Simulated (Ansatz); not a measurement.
Crystal: MnS.

```
Mn S
1.0
     1.83000    1.05655    2.97092
    -1.83000    1.05655    2.97092
     0.00000   -2.11310    2.97092
Mn S
1 1
Direct
  0.00000 0.00000 0.00000
  0.50000 0.50000 0.50000
```

The cell is a database's computed one.

Base run:

* Program: Ansatz 0.2.0
* Functional: PBE
* Potentials or basis: Ansatz PAW
* Cutoff: 420 eV (not typed: the program's choice for these potentials)
* k mesh: 9 × 9 × 9
* Occupations: fermi-dirac, width 0.05 eV
* Spin: no spin polarisation

Its results: band gap on the k mesh none (metal or under the smearing width); pressure -22.7 GPa.

Question: The run is repeated on the same cell with these changes: spin from no spin polarisation to collinear spin, random start. What comes out?

Answer: Band gap on the k mesh none (metal or under the smearing width); pressure -1.6 GPa; net moment 4.66 μB per cell; site moments Mn +4.16; S +0.14 μB.

Caveats: semilocal functionals often make such compounds metallic where correlation or magnetic order opens a gap, which also shifts bond lengths; a cell with one magnetic atom can't hold antiferromagnetic order, which such compounds often take (some runs).
